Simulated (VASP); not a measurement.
A run of VASP 6.6.1 is set up as follows.

The input INCAR:

```
ALGO = Normal
EDIFF = 1E-7
EDIFFG = -0.01
ENCUT = 600
GGA = RP
IBRION = 2
ISIF = 3
ISMEAR = 0
LASPH = True
LCHARG = False
LREAL = False
LWAVE = False
NELM = 60
NSW = 40
PREC = Accurate
SIGMA = 0.05
```

The input KPOINTS:

```
k-points
0
Gamma
  7 7 7
```

POSCAR

```
Zn4H
1.0
    3.8972268400      0.0000000000      0.0000000000
    0.0000000000      3.8972268400      0.0000000000
    0.0000000000      0.0000000000      3.8972268400
Zn H
4 1
Direct
    0.0000000000      0.5000000000      0.5000000000
    0.5000000000      0.5000000000      0.0000000000
    0.5000000000      0.0000000000      0.5000000000
    0.0000000000      0.0000000000      0.0000000000
    0.5000000000      0.5000000000      0.5000000000
```

Potentials or basis: VASP PAW PBE potentials, release 64 (Zn, H).

Run with:

```console
$ cat potpaw_PBE.64/Zn/POTCAR potpaw_PBE.64/H/POTCAR > POTCAR
$ mpirun -np 1 vasp_std > vasp.out
```

Task: Predict the relaxed cell.

Result: a = 4.115 Å, b = 4.115 Å, c = 4.115 Å, α = 90.00°, β = 90.00°, γ = 90.00°.

Task: Estimate the band gap on the k mesh.

Result: None (metal or under the smearing width).

Task: Estimate the space group after relaxing (to 0.05 Å).

Result: Pm-3m (No. 221).

Task: Estimate the relaxed volume.

Result: 13.94 Å³/atom.

Final structure:
```yaml
crystal:
  lattice:
    - [4.11509, 0.00000, 0.00000]
    - [0.00000, 4.11509, 0.00000]
    - [0.00000, 0.00000, 4.11509]
  atoms:
    - { symbol: Zn, position: [0.00000, 0.50000, 0.50000] }
    - { symbol: Zn, position: [0.50000, 0.50000, 0.00000] }
    - { symbol: Zn, position: [0.50000, 0.00000, 0.50000] }
    - { symbol: Zn, position: [0.00000, 0.00000, 0.00000] }
    - { symbol: H, position: [0.50000, 0.50000, 0.50000] }
```

Caveat: the volume moved by over 15 % at a fixed basis, so the end points are rough; the PAW data sets were made with another functional, which shifts forces and pressure a little.
